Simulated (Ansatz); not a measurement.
**N_O in ZnO (P6_3mc): which k-points does the level need?**

Aim: the (0/−1) level of N_O in ZnO (P6_3mc) as a function of the k-point sampling, with the cost of each choice. The model is a cell of 72 host atoms with 1 O taken out and 1 N put in; the atoms are relaxed once and then held.

Program: Ansatz 0.2.0. Level of theory: plane-wave PAW DFT; relaxations with PBEsol, then single points with PBEsol, on supercells at fixed charge in a uniform background. Results are calculated unless marked as measured.

## 1. The structure

The cell holds 72 atoms: 36 Zn, 35 O and 1 N. Cell: a = 9.694 Å, b = 9.694 Å, c = 10.430 Å, α = 90.0°, β = 90.0°, γ = 120.0°. It derives from ZnO (space group P6_3mc). Nearest the centre at fractional (0.556, 0.444, 0.440): N35 at 0.00 Å, Zn30 at 1.97 Å, Zn62 at 1.97 Å, Zn38 at 1.97 Å, Zn33 at 1.98 Å, O28 at 3.21 Å, O32 at 3.21 Å, O60 at 3.21 Å. The cell carries charge −1.

Structure file:

```xyz
72
Lattice="9.6937 0.0000 0.0000 -4.8468 8.3950 0.0000 0.0000 0.0000 10.4302" Properties=species:S:1:pos:R:3 pbc="T T T"
Zn    1.6156    0.9328    2.6109
Zn    0.0000    1.8655    0.0033
O     1.6156    0.9328    4.5875
O     0.0000    1.8655    1.9800
Zn    1.6156    0.9328    7.8260
Zn    0.0000    1.8655    5.2185
O     1.6156    0.9328    9.8026
O     0.0000    1.8655    7.1951
Zn    0.0000    3.7311    2.6109
Zn   -1.6156    4.6639    0.0033
O     0.0000    3.7311    4.5875
O    -1.6156    4.6639    1.9800
Zn    0.0000    3.7311    7.8260
Zn   -1.6156    4.6639    5.2185
O     0.0000    3.7311    9.8026
O    -1.6156    4.6639    7.1951
Zn   -1.6156    6.5294    2.6109
Zn   -3.2312    7.4622    0.0033
O    -1.6156    6.5294    4.5875
O    -3.2312    7.4622    1.9800
Zn   -1.6156    6.5294    7.8260
Zn   -3.2312    7.4622    5.2185
O    -1.6156    6.5294    9.8026
O    -3.2312    7.4622    7.1951
Zn    4.8469    0.9328    2.6109
Zn    3.2312    1.8655    0.0033
O     4.8469    0.9328    4.5875
O     3.2312    1.8655    1.9800
Zn    4.8469    0.9328    7.8260
Zn    3.2312    1.8655    5.2185
O     4.8469    0.9328    9.8026
O     3.2312    1.8655    7.1951
Zn    3.2313    3.7311    2.6109
Zn    1.6155    4.6639    0.0033
N     3.2313    3.7311    4.5875
O     1.6155    4.6639    1.9800
Zn    3.2313    3.7311    7.8260
Zn    1.6155    4.6639    5.2185
O     3.2313    3.7311    9.8026
O     1.6155    4.6639    7.1951
Zn    1.6156    6.5294    2.6109
Zn    0.0000    7.4622    0.0033
O     1.6156    6.5294    4.5875
O     0.0000    7.4622    1.9800
Zn    1.6156    6.5294    7.8260
Zn    0.0000    7.4622    5.2185
O     1.6156    6.5294    9.8026
O     0.0000    7.4622    7.1951
Zn    8.0781    0.9328    2.6109
Zn    6.4625    1.8655    0.0033
O     8.0781    0.9328    4.5875
O     6.4625    1.8655    1.9800
Zn    8.0781    0.9328    7.8260
Zn    6.4625    1.8655    5.2185
O     8.0781    0.9328    9.8026
O     6.4625    1.8655    7.1951
Zn    6.4625    3.7311    2.6109
Zn    4.8468    4.6639    0.0033
O     6.4625    3.7311    4.5875
O     4.8468    4.6639    1.9800
Zn    6.4625    3.7311    7.8260
Zn    4.8468    4.6639    5.2185
O     6.4625    3.7311    9.8026
O     4.8468    4.6639    7.1951
Zn    4.8468    6.5294    2.6109
Zn    3.2312    7.4622    0.0033
O     4.8468    6.5294    4.5875
O     3.2312    7.4622    1.9800
Zn    4.8468    6.5294    7.8260
Zn    3.2312    7.4622    5.2185
O     4.8468    6.5294    9.8026
O     3.2312    7.4622    7.1951
```

Screening for the image-charge correction: ε∞ = (5.30, 5.30, 5.34), ε0 = (10.07, 10.07, 10.93), computed on the host (DFPT, PBEsol).

The cell's shortest repeat is 9.7 Å.

## 2. Relaxing both charge states, PBEsol

The study needs fixed structures, so each charge is relaxed once, at one point at (¼, ¼, ¼), from small random displacements that break the symmetry of the site.

File qm1.relax/input.yaml:

```yaml
crystal:
  lattice:
    - [3.23121796, 0.0, 0.0]
    - [-1.61560898, 2.79831683, 0.0]
    - [0.0, 0.0, 5.21511423]
  atoms:
    - { symbol: Zn, position: [0.666667, 0.333333, 0.500641] }
    - { symbol: Zn, position: [0.333333, 0.666667, 0.000641] }
    - { symbol: O, position: [0.666667, 0.333333, 0.879669] }
    - { symbol: O, position: [0.333333, 0.666667, 0.379669] }
  supercell: [3, 3, 2]
  defects: [{ substitution: { at: 34, symbol: "N" } }]
total_charge: -1
basis:
  ecutwfc: 420
  xc_grid: 2
hamiltonian:
  xc: pbesol
  pseudopotentials: { kind: paw, azcp: { folder: soft_1 }, xc_functional: pbe }
kpoints:
  mp_grid: { grid: [1, 1, 1], shift: [0.25, 0.25, 0.25] }
scf:
  occupations: { method: fixed }
  max_iter: 100
output:
  forces: true
  charged_corrections:
    epsilon: [5.3, 5.3, 5.34]
    static_epsilon: [10.07, 10.07, 10.93]
    defect_position: [0.555556, 0.444444, 0.439834]
relax:
  f_tol: 0.015
  max_steps: 60
  random_displacement: { amplitude: 0.04, seed: 3141 }
checkpoint:
  write: "../qm1.relax.run"
  compress: false
  write_wavefunctions: true
  write_every: 100000
```

Command:

```
$ ansatz run input.yaml --threads 32 --pin off --max-ram 84787MiB --backend cuda --events-out ev --progress --plain --runs-dir out --max-vram 78GiB
```

Numbers of over 12 decimals in the logs are rounded to 6 here.

The log of the run:

```text
[... repeated set-up lines and file paths are left out, and long positions are rounded to six places ...]
Engine: ansatz 0.2.0, aarch64-unknown-linux-gnu
Pseudopotentials: kind: paw
Pseudopotential: Zn, paw, valence charge 12, recommended cutoff 420 eV (normal), soft_1/Zn.paw.azcp
Pseudopotential: O, paw, valence charge 6, recommended cutoff 420 eV (normal), soft_1/O.paw.azcp
Pseudopotential: N, paw, valence charge 5, recommended cutoff 420 eV (normal), soft_1/N.paw.azcp
Functional definition: PBEsol
  exchange = pbesol_x
  correlation = pbesol_c
[...]
Crystal: 72 atoms, lattice volume = 848.788 Å³
Basis set: ecut = 420 eV, 16571 PW (Γ), exchange–correlation on 144×144×144 points (8 copies of the dense FFT grid, shifted against one another)
Bands: 396, of which v1, the nominal top of the filled ones, is band 324 counted from 1 (323 counted from 0)
Symmetry: 1 space group operations
k-points: 1
Non-local potential: Zn, projectors of the file, l = 0: 2, l = 1: 2, l = 2: 3, l = 3: 1
Non-local potential: O, projectors of the file, l = 0: 2, l = 1: 2, l = 2: 1
Non-local potential: N, projectors of the file, l = 0: 2, l = 1: 2, l = 2: 1
PAW form: soft (Blöchl's): semilocal exchange-correlation on the pseudo side does not see the compensation charge
PAW frozen core: Zn, regenerated for the run's functional, and the local potential with it (the file was generated under x = pbe(κ = 0.804, μ = 0.219515), c = pbe(β = 0.066725))
PAW frozen core: O, regenerated for the run's functional, and the local potential with it (the file was generated under x = pbe(κ = 0.804, μ = 0.219515), c = pbe(β = 0.066725))
PAW frozen core: N, regenerated for the run's functional, and the local potential with it (the file was generated under x = pbe(κ = 0.804, μ = 0.219515), c = pbe(β = 0.066725))
PAW one-centre angular grid: Zn, 590 points (default); XC on 64 Gauss nodes
PAW one-centre angular grid: O, 110 points (default); XC on 64 Gauss nodes
PAW one-centre angular grid: N, 110 points (default); XC on 64 Gauss nodes
Initial density: superposition of atomic densities (chi_scale 0.1, normalization cell, long waves kept (reshape's long-wave potential 0.17 eV rms))
Initial wavefunctions: pseudopotential atomic-orbital guess
[...]
Functional: x = pbesol(κ = 0.804, μ = 0.123457), c = pbesol(β = 0.046)
SCF iter   1: F=—  HF=-138141.363688 eV  |Δ(HF+E_count)|=         —  Δρ=1.06e-1  dr2=6.09e1  Hψ=1444
preconditioner: auto → Resta (q_TF=auto, 2.608 Å⁻¹)  ε∞=6.6  [insulator: Δε(μ)=2.668 eV  Ē_g=13.709 eV  n_scr=242 (ndim 8)  ℏωp=32.4 eV  f_vac=0.000  ε∞_Penn≈6.6]
SCF iter   2: F=—  HF=-138126.594987 eV  |Δ(HF+E_count)|=    1.48e1  Δρ=2.36e-2  dr2=5.49e0  Hψ=730
[...]
SCF iter  11: F=-138124.486058 eV  HF=-138124.486061 eV  |Δ(HF+E_count)|=   2.18e-6  Δρ=2.97e-5  dr2=5.07e-6  Hψ=1344
SCF 1 converged in 11 iterations: F = -138124.486058 eV  dr2 = 5.07e-6
[...]
relax step   1: F+E_penalty+E_count = -138124.48605802 eV  Δ(F+E_penalty+E_count) = +0.000e0 eV  max|allowed force component| = 1.237e0 eV/Å  Δτ_max = 0.0000 Å  (11 SCF iters, dr2 threshold 5.63e-6 eV, accepted)
[...]
relax step   2: F+E_penalty+E_count = -138125.18040183 eV  Δ(F+E_penalty+E_count) = -6.943e-1 eV  max|allowed force component| = 7.760e-1 eV/Å  Δτ_max = 0.0443 Å  (6 SCF iters, dr2 threshold 9.56e-5 eV, accepted)
[...]
relax step   4: F+E_penalty+E_count = -138125.62647241 eV  Δ(F+E_penalty+E_count) = -6.059e-3 eV  max|allowed force component| = 2.223e-2 eV/Å  Δτ_max = 0.0085 Å  (6 SCF iters, dr2 threshold 7.37e-7 eV, accepted)
[...]
relax step   5: F+E_penalty+E_count = -138125.62706987 eV  Δ(F+E_penalty+E_count) = -5.975e-4 eV  max|allowed force component| = 8.939e-3 eV/Å  Δτ_max = 0.0034 Å  (6 SCF iters, accepted)
[...]
NSCF: frozen V_eff on 1 k-points
[...]
SCF converged after 6 iterations
Free energy (F): -138125.627070 eV
Harris-Foulkes:  -138125.627070 eV  (|F-HF|=3.55e-8)
Internal energy: -138125.627070 eV  (E = F + TS)
E sigma→0 (E₀):  -138125.627070 eV
Fermi energy:    7.518490 eV
--- Per-component energies (eV) ---
  E_band       = 1122.991079
  E_kinetic    = 11308.146353
  E_local      = -79492.303279  (includes V_loc(G=0)·N_el)
  E_nonlocal   = 31622.956167
  E_hartree    = 29765.818260
  E_xc         = -5314.421724
  E_vxc        = -5076.666574  (∫ρ·V_xc dr)
  E_paw        = -72659.936772  (= ΣΔE_a)
  E_vpaw       = -16770.801634  (= ΣTr[D̂ρ^β])
  E_aug_tail   = 0.020974  (compensation charges beyond the density's cutoff)
  E_ewald      = -53385.875036
  E_core_change = 29.967986  (= ΣΔE_core)
  E_smearing   = -0.000000  (= −TS)
  E_closure    = 0.000000  (closes the sum)
  E_deformation_potential = -14.166041  (in the stress; not in F)
  Σ components = -138125.627070   (vs F -138125.627070, Δ=0.00e0)
--- Forces (eV/Å), atoms counted from 1 ---
  atom   1  Zn    -0.00121271    -0.00359285     0.00567459
  atom   2  Zn     0.00291718    -0.00011310     0.00418210
  [... 4 atoms left out ...]
  [... 66 more lines of this table ...]
  max |Σ_I F_I| component: 5.12e-5 eV/Å
--- Charged-cell corrections in eV (Makov–Payne, q = -1.000 e, ε = [10.070, 10.070, 10.930]) ---
  F (periodic)     = -138125.627070  (uncorrected; the corrections below are reported, never added to it)
  E_corr1          = +0.209406  (monopole, q²α_M/2ε̄L, of the cell on which ε is isotropic)
  F Makov-Payne    = -138125.417664  (F + E_corr1; no measured alignment; for a localised charge, not one spread in a band: unchecked)
  no potential alignment in this run, which stands beside a crystal: run the host's input off ansatz write-host-input, and read the two finished runs by ansatz place-levels (neither reads a slab, a wire or a sheet, whose cell leaves a vacuum)
--- Band table (eV) ---
  k-point 0: bands = ["-10.8366", "-10.7158", "-10.6679", "-10.6329", "-10.5384", "-10.4630", "-10.3975", "-10.3817", "-10.3646", [... rest cut ...]
--- Relaxed structure (5 steps of the walk, 5 accepted, 0 SCFs on fresh bases) ---
  F+E_penalty+E_count = -138125.62706987 eV   max|allowed force component| = 8.939e-3 eV/Å
  atoms:
    - { symbol: Zn, position: [0.225284, 0.111998, 0.251858] }
    - { symbol: Zn, position: [0.110805, 0.222045, 0.001833] }
    [... 4 atoms left out ...]
  [... 66 more lines of this table ...]
```

Run time: 3.9 s. Hardware: 1 × NVIDIA GB200 with 32 threads of Arm Neoverse V2, shared host; peak memory 1.4 GiB.

Step by step:

```
step  energy less that of the first step (eV)  largest force component (eV/Å)
   1                                   0.0000                          1.2366
   2                                  -0.6943                          0.7760
   3                                  -1.1344                          0.1086
   4                                  -1.1404                          0.0222
   5                                  -1.1410                          0.0089
```

The atoms that moved most (Å, from the sites as typed, ahead of the random displacement, the mean shift of all atoms taken out):

```
atom      dx      dy      dz  length
Zn62  -0.061  -0.035  -0.021   0.074
Zn30  -0.002   0.068  -0.020   0.071
Zn37   0.003  -0.001  -0.070   0.070
Zn33   0.007   0.000   0.067   0.067
Zn38   0.051  -0.031  -0.026   0.065
 O60   0.010   0.004  -0.050   0.051
 O28   0.004  -0.007  -0.049   0.049
 O39  -0.003   0.003  -0.048   0.048
```

Neighbours of N35 at the end:

```
atom  distance (Å)
Zn30         1.900
Zn38         1.900
Zn62         1.901
Zn33         1.908
Zn37         3.170
 O40         3.234
 O32         3.243
 O36         3.244
 O64         3.244
  O3         3.247
 O67         3.249
 O28         3.249
 O11         3.251
 O43         3.252
 O27         3.254
 O59         3.254
```

```
charge  moment set (μB)  steps  largest displacement (Å)   time
    −1                0      5                      0.07  3.9 s
     0                1     12                      0.08   13 s
```

The relaxation ends 16 meV an atom lower than the displaced start, with a largest force component of 0.0089 eV/Å.

(Part 1 of 2 ends here.)

[Logs are printed without paths, hosts, clocks, repeated set-up lines and the standing remarks that a program may print on its own settings, such as how far it seeks lower states.]

[Hosts, paths, dates, database ids (printed as entryN), source tags and the programs' standing remarks are cut or masked in the printed files.]

[Where a table of states has a column of steps, it counts the stored structures, which are thinned; the runs took as many ionic steps or more.]

[For some hosts the program warned that the k-mesh of the response run may be too coarse for force constants and the static dielectric constant; such warnings are not shown here.]
